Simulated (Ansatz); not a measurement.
Crystal: CdSe (Cadmoselite).

```xyz
4
Lattice="4.3000 0.0000 0.0000 -2.1500 3.7239 0.0000 0.0000 0.0000 7.0200" Properties=species:S:1:pos:R:3 pbc="T T T"
Cd    2.1500    1.2413    3.5100
Cd    0.0000    2.4826    0.0000
Se    2.1500    1.2413    6.2127
Se    0.0000    2.4826    2.7027
```

* Program: Ansatz 0.2.0
* Task: single point
* Functional: PBE
* Potentials or basis: Ansatz PAW
* Cutoff: 420 eV (not typed: the program's choice for these potentials)
* k mesh: 7 × 7 × 4
* Occupations: fermi-dirac, width 0.05 eV
* Spin: no spin polarisation

On this cell: pressure 3.0 GPa; largest force 0.282 eV/Å; band gap on the k mesh 0.70 eV, direct.

The same run follows on a disturbed copy (atoms moved at random, drawn with an rms of 0.05 Å):

```
CELL_PARAMETERS angstrom
4.30000 0.00000 0.00000
-2.15000 3.72391 0.00000
0.00000 0.00000 7.02000
ATOMIC_POSITIONS crystal
Cd 0.66728 0.33141 0.50014
Cd 0.33908 0.67993 0.00047
Se 0.67413 0.32745 0.87992
Se 0.32728 0.66230 0.38410
```

What changes?

The energy moves by +3.2 meV/atom; pressure 3.1 GPa; largest force 0.517 eV/Å; band gap on the k mesh 0.67 eV, direct.

Forces in eV/Å, atoms in the order of the input:
```
Cd  -0.133 -0.063  0.171
Cd   0.204 -0.404  0.250
Se  -0.231  0.408 -0.101
Se   0.160  0.059 -0.319
```

Stress tensor (GPa, compression positive):
```
 2.97  0.70  0.08
 0.70  4.10 -0.50
 0.08 -0.50  2.10
```

Caveats: odd divisions of the mesh miss points on the zone boundary, where band edges often lie, so the gap on the mesh can be too wide.

